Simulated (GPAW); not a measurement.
C:

```
C
1.0
     2.52210    0.00000    0.00000
    -1.26105    2.18420    0.00000
     0.00000    0.00000    8.23710
C
8
Direct
  0.66667 0.33333 0.84375
  0.33333 0.66667 0.34375
  0.33333 0.66667 0.15625
  0.66667 0.33333 0.65625
  0.00000 0.00000 0.90625
  0.00000 0.00000 0.40625
  0.00000 0.00000 0.09375
  0.00000 0.00000 0.59375
```

This is a hexagonal form of diamond, not graphite.

Base run:

| Item | Value |
| --- | --- |
| Program | GPAW 26.7.0 |
| Functional | mBEEF |
| Potentials or basis | GPAW PAW data sets (gpaw-data 1.2.1) |
| Cutoff | 800 eV |
| Basis | pw |
| k mesh | 7 × 7 × 2 |
| Occupations | fermi-dirac, width 0.05 eV |
| Spin | no spin polarisation |

Its results: band gap on the k mesh 4.80 eV, indirect (least direct gap 5.62 eV).

The run is repeated on the same cell with these changes: functional from mBEEF to TB-mBJ; potentials or basis from GPAW PAW data sets (gpaw-data 1.2.1) to GPAW PAW data sets for LDA (gpaw-data 1.2.1). What comes out?

Band gap on the k mesh 5.22 eV, indirect (least direct gap 6.20 eV).

Caveats: a model potential gives levels but no total energy (some runs); an odd mesh through Γ misses points on the zone boundary, where band edges often lie (some runs).

Not every run made on this cell is shown here.
